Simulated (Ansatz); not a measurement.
# BP: the cost of one run

Program: Ansatz 0.2.0. Level of theory: DFT PBE, scalar-relativistic. These are calculated values, not measurements.

### Step 1. The system as given

It takes space group F-43m (No. 216, cubic). Conventional cell: a = 4.538 Å, b = 4.538 Å, c = 4.538 Å, α = 90.00°, β = 90.00°, γ = 90.00°. Around B (site symmetry -43m) lie 4 P at 1.97 Å. P (site symmetry -43m) is surrounded by 4 B at 1.97 Å.

Structure file:

```
CELL_PARAMETERS angstrom
0.00000 2.26900 2.26900
2.26900 0.00000 2.26900
2.26900 2.26900 0.00000
ATOMIC_POSITIONS crystal
B 0.00000 0.00000 0.00000
P 0.75000 0.75000 0.75000
```

Atoms are numbered in the order of the input: B1, P2.

### Step 2. Volume × 0.94, LAPW

The input, input.yaml:

```yaml
crystal:
  lattice:
    - [0.0, 2.2226808807, 2.2226808807]
    - [2.2226808807, 0.0, 2.2226808807]
    - [2.2226808807, 2.2226808807, 0.0]
  atoms:
    - { symbol: B, position: [0.0, 0.0, 0.0] }
    - { symbol: P, position: [0.75, 0.75, 0.75] }
kpoints:
  mp_grid: { grid: [15, 15, 15] }
  band_path:
    path:
      - [0.0, 0.0, 0.0]
      - [-0.5, -0.5, 0.0]
      - [-0.375, -0.375, 0.25]
      - [-0.375, 0.0, 0.375]
      - [0.0, 0.0, 0.0]
      - [0.0, 0.0, 0.5]
      - [-0.5, -0.25, 0.25]
      - [-0.5, -0.5, 0.0]
    npoints: 5
scf:
  occupations: { method: fermi_dirac, width: 0.05 }
hamiltonian:
  xc: pbe
  pseudopotentials: { kind: all_electron, lapw: { basis_error: 0.001 } }
output:
  forces: true
  stress: true
  eigenvalues: true
```

Run with:

```
$ ansatz run input.yaml --threads 1 --pin off --max-ram 3072MiB --backend cpu --events-out ev --progress --plain --runs-dir out
```

What time and memory should one allow on 1 thread of Arm Neoverse V1, shared host?

About 18 s, with a peak of 0.29 GiB.
